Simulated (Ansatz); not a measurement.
The calculation used DFT PBE, scalar-relativistic, plane waves, PAW in Ansatz 0.2.0. All cells share a 420 eV cutoff and Γ-centred k meshes spaced at most about 0.3 Å⁻¹ (about 0.25 or finer for metals, 2π included). No spin polarisation in the final relaxations.

Temperature and zero-point effects are left out. All come from trial cells, and lower structures may exist.

Question: Which of these relaxed structures of Ge is the lowest in energy?
A. Space group Pmmm (No. 47), orthorhombic, a = 2.729 Å, b = 5.685 Å, c = 6.994 Å. Ge on a site of symmetry m is surrounded by 5 Ge at 2.61–2.73 Å and 1 Ge at 3.08 Å; Ge on a site of symmetry mmm is surrounded by 6 Ge at 2.68–2.73 Å.
B. Space group Pmma (No. 51), orthorhombic, a = 4.089 Å, b = 6.212 Å, c = 6.265 Å. Around Ge on a site of symmetry m lie 4 Ge at 2.49–2.55 Å; Ge on a site of symmetry mm2 has 4 Ge at 2.49 Å.
C. Space group Im-3m (No. 229), cubic, a = 7.106 Å. Ge has 4 Ge at 2.51 Å.
D. Space group P4_322 (No. 95), tetragonal, a = 4.891 Å, c = 3.952 Å. Ge is surrounded by 4 Ge at 2.51–2.57 Å.

Answer: B. It has space group Pmma (No. 51); the next, C, with space group Im-3m (No. 229), lies 47 meV/atom higher. Counting all near atoms (those within 1.25 times the shortest such distance or 1.15 times the sum of covalent radii), the lowest and the next both have Ge 4.

With atoms moved at random, P4_322 came back. Other cells relaxed within their symmetry can be saddle points. The part of the Crystallography Open Database at hand lists Ge in space groups No. 64, 96, 227; no cell shown has one of them. Some types were kept out of the candidates beforehand, so the set may lack a known form.
